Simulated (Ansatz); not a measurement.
Ansatz input

```yaml
crystal:
  lattice:
    - [0.0, 2.9347508181, 2.9347508181]
    - [2.9347508181, 0.0, 2.9347508181]
    - [2.9347508181, 2.9347508181, 0.0]
  atoms:
    - { symbol: Pd, position: [0.125, 0.125, 0.125], spin: 0.5 }
    - { symbol: Pd, position: [0.875, 0.875, 0.875], spin: -0.5 }
hamiltonian:
  xc: revpbe
  pseudopotentials:
    kind: paw
    azcp:
      Pd: "pseudopotentials/Pd.paw.azcp"
basis:
  ecutwfc: 420
  fft_grid_basis: typed
kpoints:
  mp_grid: { grid: [15, 15, 15], shift: [0, 0, 0] }
magnetization:
  spin_polarized: true
scf:
  occupations: { method: fermi_dirac, width: 0.05 }
```

Output

```
Engine: ansatz 0.2.0, aarch64-unknown-linux-gnu
Pseudopotentials: kind: paw
Pseudopotential: Pd, paw, valence charge 18, recommended cutoff 420 eV (normal) 
Functional definition: revPBE
  parameter kappa = 1.245
  parameter beta = 0.06672455060314922
  exchange = pbe_x(kappa = kappa, mu = beta*pi^2/3)
  correlation = pbe_c(beta = beta)
Crystal: 2 atoms, lattice volume = 50.553 Å³
Basis set: ecut = 420 eV, 965 PW (Γ)
Bands: 23, of which v1, the nominal top of the filled ones, is band 18 counted from 1 (17 counted from 0)
Symmetry: 24 space group operations
Space group: F-43m (ITA 216), of the structure as read, at distance tolerance 3.7e-5 Å
Magnetic group: BNS 227.130 (UNI 1632), of the structure as read, at distance tolerance 3.7e-5 Å
k-points: 120 of 3375 (time reversal used)
Non-local potential: Pd, projectors of the file, l = 0: 2, l = 1: 2, l = 2: 2, l = 3: 1
PAW form: soft (Blöchl's): semilocal exchange-correlation on the pseudo side does not see the compensation charge
PAW frozen core: Pd, regenerated for the run's functional, and the local potential with it (the file was generated under x = pbe(κ = 0.804, μ = 0.2195149727645171), c = pbe(β = 0.06672455060314922))
PAW one-centre angular grid: Pd, 590 points (default); XC on 64 Gauss nodes
Initial density: superposition of atomic densities (chi_scale 0.1, normalization cell)
Starting moments: Σ|m| = 1 μB on 2 of 2 sites
Starting magnetic order: antiferromagnet; an inversion exchanges its spin sublattices: spin-degenerate at every k-point
Initial wavefunctions: pseudopotential atomic-orbital guess
Functional: x = revpbe(κ = 1.245, μ = 0.2195149727645171), c = pbe(β = 0.06672455060314922)
SCF iter   1: F=—  HF=-13956.302354 eV  |F-HF|=—  |Δ(HF+E_count)|=         —  Δρ=6.30e-2 (↑6.30e-2 ↓6.30e-2)  dr2=8.80e0  dr2_m=2.02e-1  M=-0.000 μB ∫|m|=0.267 μB  β_m=0.30  ethr=3.10e-3  ⟨swp⟩=5.7  Hψ=23093  notcnv=0
SCF iter   2: F=—  HF=-13954.909872 eV  |F-HF|=—  |Δ(HF+E_count)|=    1.39e0  Δρ=3.18e-2 (↑3.18e-2 ↓3.18e-2)  dr2=1.94e0  dr2_m=1.26e-1  M=-0.000 μB ∫|m|=0.190 μB  β_m=0.30  ethr=3.10e-3  ⟨swp⟩=2.2  Hψ=10991  notcnv=0
SCF iter   3: F=—  HF=-13954.561736 eV  |F-HF|=—  |Δ(HF+E_count)|=   3.48e-1  Δρ=1.62e-2 (↑1.62e-2 ↓1.62e-2)  dr2=1.00e-1  dr2_m=7.84e-2  M=0.000 μB ∫|m|=0.132 μB  β_m=0.30  ethr=3.10e-3  ⟨swp⟩=2.1  Hψ=9457  notcnv=0
SCF iter   4: F=—  HF=-13954.578684 eV  |F-HF|=—  |Δ(HF+E_count)|=   1.69e-2  Δρ=1.01e-2 (↑1.01e-2 ↓1.01e-2)  dr2=1.55e-3  dr2_m=4.61e-2  M=-0.000 μB ∫|m|=0.100 μB  β_m=0.30  ethr=2.79e-4  ⟨swp⟩=2.0  Hψ=11490  notcnv=0  defer=10
SCF iter   5: F=—  HF=-13954.583891 eV  |F-HF|=—  |Δ(HF+E_count)|=   5.21e-3  Δρ=7.68e-3 (↑7.68e-3 ↓7.63e-3)  dr2=4.72e-4  dr2_m=2.69e-2  M=0.000 μB ∫|m|=0.077 μB  β_m=0.30  ethr=4.32e-6  ⟨swp⟩=2.8  Hψ=9683  notcnv=0  defer=10
...
SCF iter  29: F=-13954.612773 eV  HF=-13954.613014 eV  |F-HF|=2.41e-4  |Δ(HF+E_count)|=   1.03e-4  Δρ=3.82e-4 (↑3.82e-4 ↓2.33e-4)  dr2=2.65e-4  dr2_m=7.38e-6  M=-0.921 μB ∫|m|=0.960 μB  β_m=0.68  ethr=1.00e-12  ⟨swp⟩=5.9  Hψ=23268  notcnv=0  defer=12  recentre
SCF iter  30: F=-13954.612983 eV  HF=-13954.612984 eV  |F-HF|=1.06e-6  |Δ(HF+E_count)|=   2.98e-5  Δρ=1.06e-4 (↑1.06e-4 ↓7.71e-5)  dr2=6.93e-6  dr2_m=2.88e-6  M=-0.921 μB ∫|m|=0.960 μB  β_m=0.84  ethr=1.00e-12  ⟨swp⟩=5.1  Hψ=19853  notcnv=0  defer=12
SCF iter  31: F=-13954.612990 eV  HF=-13954.612991 eV  |F-HF|=7.31e-7  |Δ(HF+E_count)|=   6.56e-6  Δρ=5.69e-5 (↑5.69e-5 ↓1.49e-5)  dr2=1.10e-6  dr2_m=5.65e-7  M=-0.920 μB ∫|m|=0.961 μB  β_m=0.64  ethr=1.00e-12  ⟨swp⟩=4.0  Hψ=17079  notcnv=0  defer=12
SCF iter  32: F=-13954.612991 eV  HF=-13954.612991 eV  |F-HF|=3.42e-8  |Δ(HF+E_count)|=   3.14e-8  Δρ=1.59e-5 (↑1.35e-5 ↓1.59e-5)  dr2=4.92e-9  dr2_m=9.96e-8  M=-0.920 μB ∫|m|=0.961 μB  β_m=0.82  ethr=1.00e-12  ⟨swp⟩=1.0  Hψ=22276  notcnv=0
SCF iter  33: F=-13954.612991 eV  HF=-13954.612991 eV  |F-HF|=4.83e-9  |Δ(HF+E_count)|=   5.63e-8  Δρ=4.08e-6 (↑4.08e-6 ↓4.02e-6)  dr2=8.90e-11  dr2_m=7.57e-9  M=-0.921 μB ∫|m|=0.961 μB  β_m=0.91  ethr=1.00e-12  ⟨swp⟩=4.0  Hψ=15793  notcnv=0
SCF iter  34: F=-13954.612991 eV  HF=-13954.612991 eV  |F-HF|=3.37e-10  |Δ(HF+E_count)|=   6.97e-9  Δρ=1.39e-6 (↑1.36e-6 ↓1.39e-6)  dr2=1.28e-11  dr2_m=8.75e-10  M=-0.920 μB ∫|m|=0.961 μB  β_m=0.96  ethr=1.00e-12  ⟨swp⟩=3.0  Hψ=13161  notcnv=0
SCF iter  35: F=-13954.612991 eV  HF=-13954.612991 eV  |F-HF|=2.73e-11  |Δ(HF+E_count)|=  5.20e-10  Δρ=4.13e-7 (↑4.13e-7 ↓3.98e-7)  dr2=8.05e-13  dr2_m=7.58e-11  M=-0.920 μB ∫|m|=0.961 μB  ethr=1.00e-12  ⟨swp⟩=2.3  Hψ=9701  notcnv=0
SCF 1 converged in 35 iterations: F = -13954.612991 eV  dr2 = 8.05e-13
at 13 of the mixer's solves, the last at iteration 25, it left a direction of its history that read negative out of its fit and stepped the other way along it
WARN: the starting moments were not kept: 1 of 2 ended reversed and 1 kept their direction, counting a site from 0.1 of the cell's largest site moment. The largest reversed, site 0 (counted from 0, in the order of the report's site_moments_mub), started with +0.5 μB and closes at -4.5e-1 μB in its sphere. The starting moments cancel, and the net magnetisation is 9.3e-1 μB in size, over 0.1 of its absolute magnetisation of 9.6e-1 μB. The SCF closed on another magnetic arrangement than the starting moments describe; that does not show which of the two is lower. To try another start: change the starting moments (crystal.atoms[].spin, magnetization.per_species, magnetization.initial_magnetization, or on a non-collinear deck that types none of these the spinor_matrix: blocks that start its atoms; where the total moment is fixed, keep their sum and leave initial_magnetization as it is; typed ones take the place of any that the run laid by itself, positive ones on a crystal's lanthanoids without a Hubbard term where scf.initial_density.shell_occupations: [] is typed); see also scf.mixing.spin_hold.
SCF converged after 35 iterations
Magnetization: -0.9205 μB (17.5398 up, 18.4602 down)
Absolute magnetization: 0.9613 μB (∫|ρ↑−ρ↓|, with the PAW one-centre terms)
Spin contamination: 0.0048 ħ² per cell (⟨S²⟩ above its minimum at these occupations)
Per-site moments (μB) at R_I (Å): [(-0.45043212544798567, 1.0483971144288526), (-0.45043216583327156, 1.0483971144288526)]
Free energy (F): -13954.612991 eV
Harris-Foulkes:  -13954.612991 eV  (|F-HF|=2.73e-11)
Internal energy: -13954.574328 eV  (E = F + TS)
E sigma→0 (E₀):  -13954.593659 eV
Entropy (-TS):   -0.038663 eV (-19.331 meV/atom)
Fermi energy:    9.623905 eV
--- Per-component energies (eV) ---
  E_band       = -626.877867
  E_kinetic    = 1027.344991
  E_local      = -5565.255151  (includes V_loc(G=0)·N_el)
  E_nonlocal   = 435.276970
  E_hartree    = 2277.802370
  E_xc         = -334.535485
  E_vxc        = -418.486187  (∫ρ·V_xc dr)
  E_paw        = -7513.253126  (= ΣΔE_a)
  E_vpaw       = -661.363671  (= ΣTr[D̂ρ^β])
  E_aug_tail   = 0.000420  (compensation charges beyond the density's cutoff)
  E_ewald      = -4281.798994
  E_core_change = -0.156323  (= ΣΔE_core)
  E_smearing   = -0.038663  (= −TS)
  E_closure    = 0.000000  (closes the sum)
  Σ components = -13954.612991   (vs F -13954.612991, Δ=0.00e0)
```
